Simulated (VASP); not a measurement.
# InPd: convergence, spin susceptibility from a Zeeman field

InPd, Pm-3m (no. 221), 2 atoms in the cell. PBE, Zeeman field on the spins; PAW potentials In_d, Pd (PBE set). VASP 6.6.1.

Wanted: spin response within 6 %; stoner enhancement within 4 %.

POSCAR:
```
InPd
1.0
    3.2718847800      0.0000000000      0.0000000000
    0.0000000000      3.2718847800      0.0000000000
    0.0000000000      0.0000000000      3.2718847800
In Pd
1 1
Direct
    0.0000000000      0.0000000000      0.0000000000
    0.5000000000      0.5000000000      0.5000000000
```

The series start from Electronic algorithm: Normal; Cutoff (eV): 400; SCF threshold (eV): 1e-7; Field BEXT (eV): 0.01; Smearing: MP 0.1; k-point spacing (1/Å): 0.14. Each series keeps the choices made before it, and each single choice may use up half of a tolerance. Times cover all steps of a run.

## Electronic algorithm

| Electronic algorithm | Spin response (muB per atom per eV) | Stoner enhancement | Time (s) |
|---|---|---|---|
| Normal | 0.403 | 1.148 | 133 |
| Fast | 0.403 | 1.148 | 157 |

Chosen: Normal; no other choice that stays within half of the tolerance saves 30 % of the time.

## Cutoff (eV)

| Cutoff (eV) | Spin response (muB per atom per eV) | Stoner enhancement | Time (s) |
|---|---|---|---|
| 300 | 0.4045 | 1.149 | 90 |
| 350 | 0.403 | 1.148 | 101 |
| 400 | 0.403 | 1.148 | 133 |
| 450 | 0.403 | 1.148 | 113 |
| 520 | 0.403 | 1.147 | 119 |
| 600 (reference) | 0.4035 | 1.148 | 200 |

Chosen: 300, the loosest value from which every tighter one stays within half of the tolerance.

## SCF threshold (eV)

| SCF threshold (eV) | Spin response (muB per atom per eV) | Stoner enhancement | Time (s) |
|---|---|---|---|
| 1e-5 | 0.405 | 1.151 | 86 |
| 1e-6 | 0.4045 | 1.149 | 78 |
| 1e-7 | 0.4045 | 1.149 | 90 |
| 1e-8 (reference) | 0.404 | 1.148 | 93 |

Chosen: 1e-5.

## Field BEXT (eV)

| Field BEXT (eV) | Spin response (muB per atom per eV) | Stoner enhancement | Time (s) |
|---|---|---|---|
| 0.05 | 0.4101 | 1.152 | 73 |
| 0.02 | 0.4057 | 1.15 | 82 |
| 0.01 | 0.405 | 1.151 | 86 |
| 0.005 (reference) | 0.405 | 1.151 | 70 |

Chosen: 0.05.

## Smearing

| Smearing | Spin response (muB per atom per eV) | Stoner enhancement | Time (s) |
|---|---|---|---|
| MP 0.2 | 0.4033 | 1.148 | 72 |
| MP 0.1 | 0.4101 | 1.152 | 73 |
| Fermi-Dirac 0.026 | 0.3978 | 1.141 | 71 |
| tetrahedron (reference) | 0.4352 | 1.162 | 85 |

Chosen: tetrahedron; the one before it in the list is off by more than half of the tolerance.

## k-point spacing (1/Å)

| k-point spacing (1/Å) | Spin response (muB per atom per eV) | Stoner enhancement | Time (s) |
|---|---|---|---|
| 0.25 | 0.4459 | 1.166 | 37 |
| 0.18 | 0.4659 | 1.167 | 55 |
| 0.14 | 0.4352 | 1.162 | 85 |
| 0.11 | 0.4336 | 1.159 | 164 |
| 0.09 | 0.423 | 1.156 | 292 |
| 0.075 (reference) | 0.4191 | 1.155 | 364 |

Chosen: 0.09.

## All choices together

| Input | Spin response (muB per atom per eV) | Stoner enhancement | Time (s) |
|---|---|---|---|
| mesh and threshold of an ordinary ground state (naive) | 0.5985 | 1.216 | 19 |
| chosen settings | 0.423 | 1.156 | 292 |
| reference settings throughout | 0.416 | 1.152 | 1113 |

The tolerance is met.

## The input

INCAR.step1:
```
ALGO     = Normal         # electronic algorithm
EDIFF    = 1E-5           # SCF threshold, eV
ENCUT    = 300            # plane-wave cutoff, eV
GGA      = PE             # functional
ISMEAR   = -5             # smearing method
ISPIN    = 2              # spin polarisation
LASPH    = True           # aspherical terms in the spheres
LCHARG   = True           # write CHGCAR
LMAXMIX  = 4              # l up to which the mixer works
LORBIT   = 11             # projections on sites
LREAL    = False          # projectors in reciprocal space
LWAVE    = False          # write WAVECAR
MAGMOM   = 2*0            # initial moments
NBANDS   = 20             # bands
NELM     = 200            # most SCF steps
PREC     = Accurate       # precision mode
SIGMA    = 0.1            # smearing width, eV
```

INCAR.step2, as INCAR.step1 but for:
```
- LCHARG = True
+ BEXT = -0.05
+ ICHARG = 11
+ LCHARG = False
```

INCAR.step3, as INCAR.step2 but for:
```
- BEXT = -0.05
+ BEXT = 0.05
```

INCAR.step4, as INCAR.step3 but for:
```
- BEXT = 0.05
- ICHARG = 11
+ BEXT = -0.05
+ ICHARG = 1
```

INCAR.step5, as INCAR.step4 but for:
```
- BEXT = -0.05
+ BEXT = 0.05
```

KPOINTS:
```
Automatic mesh
0
Gamma
  22 22 22
  0 0 0
```

Commands (each step's output is kept before the next begins):
```
cat potpaw_PBE.64/In_d/POTCAR potpaw_PBE.64/Pd/POTCAR > POTCAR
cp INCAR.step1 INCAR
mpirun -np 4 vasp_std > vasp.out
cp INCAR.step2 INCAR
mpirun -np 4 vasp_std > vasp.out
cp INCAR.step3 INCAR
mpirun -np 4 vasp_std > vasp.out
cp INCAR.step4 INCAR
mpirun -np 4 vasp_std > vasp.out
cp INCAR.step5 INCAR
mpirun -np 4 vasp_std > vasp.out
```

The chosen input took VASP 6.6.1 292 s on 4 cores (Intel Xeon Platinum 8488C (Sapphire Rapids)), a shared host.
